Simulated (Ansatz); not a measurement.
Structure: AgI (wurtzite), at its r2SCAN minimum. The symmetry is P6_3mc (No. 186, hexagonal); conventional cell a = 4.651 Å, c = 7.599 Å, 35.59 Å³ an atom. Ag is surrounded by 4 I at 2.85 Å; I is surrounded by 4 Ag at 2.85 Å.

```
Ag I
1.0
     4.65084    0.00000    0.00000
    -2.32542    4.02775    0.00000
     0.00000    0.00000    7.59926
Ag I
2 2
Direct
  0.33333 0.66667 0.00000
  0.66667 0.33333 0.50000
  0.33333 0.66667 0.37500
  0.66667 0.33333 0.87500
```

4 runs of the plane-wave code Ansatz on this cell differ in the functional (and in the settings that go with it). Levels are in eV from each run's valence top; v1 is the last filled band, c1 the first empty one.

Run A, mean stress +0.4 GPa (compression positive):
```tsv
point	v2	v1	c1	c2
Γ	0.00	0.00	3.19	4.53
M	-1.07	-0.73	5.23	5.46
K	-1.60	-1.37	6.18	6.48
```

Run B, mean stress +0.6 GPa (compression positive):
```tsv
point	v2	v1	c1	c2
Γ	0.00	0.00	1.37	2.65
M	-0.96	-0.67	3.32	3.63
K	-1.42	-1.23	4.43	4.43
```

Run C, mean stress 0.0 GPa (compression positive):
```tsv
point	v2	v1	c1	c2
Γ	0.00	0.00	1.86	3.13
M	-0.97	-0.68	3.80	4.01
K	-1.44	-1.24	4.76	4.92
```

Run D, mean stress +0.5 GPa (compression positive):
```tsv
point	v2	v1	c1	c2
Γ	0.00	0.00	2.53	3.84
M	-1.04	-0.71	4.53	4.76
K	-1.56	-1.34	5.49	5.75
```

Q: Match the runs to PBE, r2SCAN, HSE06, PBE0.

A: A is PBE0, B is PBE, C is r2SCAN, D is HSE06. In order of the gap: PBE 1.37, r2SCAN 1.86, HSE06 2.53, PBE0 3.19 eV. The stress vanishes for r2SCAN, which relaxed the cell.

No spin polarisation and no zero-point or thermal motion.

No spin-orbit coupling is included; it can move band edges with weight on the heavy atoms by tenths of an eV.

The program warns that its thresholds are loose for a hybrid's stress.

The meshes of the hybrids are coarse, so their gaps aren't converged to the digits shown.
